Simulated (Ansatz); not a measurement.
CuO:

```
CELL_PARAMETERS angstrom
2.34465 -1.71340 0.00000
2.34465 1.71340 0.00000
-0.86055 0.00000 5.05944
ATOMIC_POSITIONS crystal
Cu 0.00320 0.49680 0.00000
Cu 0.49680 0.00320 0.50000
O 0.57140 0.40560 0.25370
O 0.40560 0.57140 0.75370
```

- Program: Ansatz 0.2.0
- Task: relaxation of cell and atoms
- Functional: LDA
- Potentials or basis: Ansatz PAW
- Cutoff: 420 eV (not typed: the program's choice for these potentials)
- k mesh: 10 × 10 × 5
- Occupations: fermi-dirac, width 0.05 eV
- Spin: no spin polarisation

At the start: volume 10.16 Å³/atom.

Task: How do energy, volume and symmetry change on relaxing?

Result: It ends after 22 steps and the volume is 10.27 Å³/atom (+1.0 %); space group P4_2/mmc (No. 131, to 0.05 Å).

Step by step:
```tsv
step	energy change (eV)	largest force (eV/Å)	volume (Å³)
1	0.0000	0.7899	40.65
2	-0.0856	0.6375	39.81
3	-0.1705	0.1129	38.91
4	-0.1954	0.0121	39.93
5	-0.1999	0.0578	40.68
6	-0.2046	0.0021	40.32
7	-0.2044	0.0001	40.40
8	-0.2276	0.0021	40.40
9	-0.2395	0.0037	40.72
10	-0.2400	0.0007	40.92
11	-0.2402	0.0002	40.88
12	-0.2498	0.0013	40.88
13	-0.2521	0.0007	41.00
14	-0.2522	0.0002	41.03
15	-0.2543	0.0003	41.03
16	-0.2548	0.0010	41.05
17	-0.2548	0.0008	41.06
18	-0.2550	0.0009	41.06
19	-0.2550	0.0002	41.06
20	-0.2552	0.0001	41.06
21	-0.2552	0.0005	41.06
22	-0.2552	0.0004	41.06
```

Final structure:
```
Cu O
1.0
     2.01420   -2.01552    0.15887
     2.01420    2.01552    0.15887
    -0.39645    0.00000    5.02622
Cu O
2 2
Direct
  0.99425 0.49425 0.00185
  0.49425 0.99425 0.50185
  0.49427 0.49423 0.25185
  0.49423 0.49427 0.75185
```

Caveat: the plane-wave basis is chosen anew once the cell has moved, so the energies of steps on either side of that aren't comparable; the pressure holds a Pulay correction of +0.9 GPa for the finite cutoff; the run has no spin polarisation, though such a crystal can be magnetic; the PAW data sets come from PBE, with cores solved anew for the run's functional, which leaves a small shift of forces and pressure.
